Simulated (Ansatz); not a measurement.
# Relaxing Ge in the fcc type

First guess:

```yaml
crystal:
  lattice:
    - [0.00000, 1.77261, 1.77261]
    - [1.77261, 0.00000, 1.77261]
    - [1.77261, 1.77261, 0.00000]
  atoms:
    - { symbol: Ge, position: [0.00000, 0.00000, 0.00000] }
```

All numbers below come from DFT, PBE, PAW with Ansatz's default frozen-core files, scalar-relativistic in Ansatz 0.2.0.

Cell and atoms relax within the symmetry of the start on a 16×16×16 k mesh with 0.08 eV Fermi–Dirac smearing.

The start is built from a prototype, known or not as a phase of this compound; the cutoff is 420 eV.

What is the pressure of the first guess?

123.7 GPa.

What does it relax to?

a = 4.279 Å, b = 4.279 Å, c = 4.279 Å, α = 90.00°, β = 90.00°, γ = 90.00° (conventional cell), 19.58 Å³ per atom:
```xyz
1
Lattice="0.0000 2.1393 2.1393 2.1393 0.0000 2.1393 2.1393 2.1393 0.0000" Properties=species:S:1:pos:R:3 pbc="T T T"
Ge    0.0000    0.0000    0.0000
```

How much energy does the relaxation release?

1949 meV/atom.
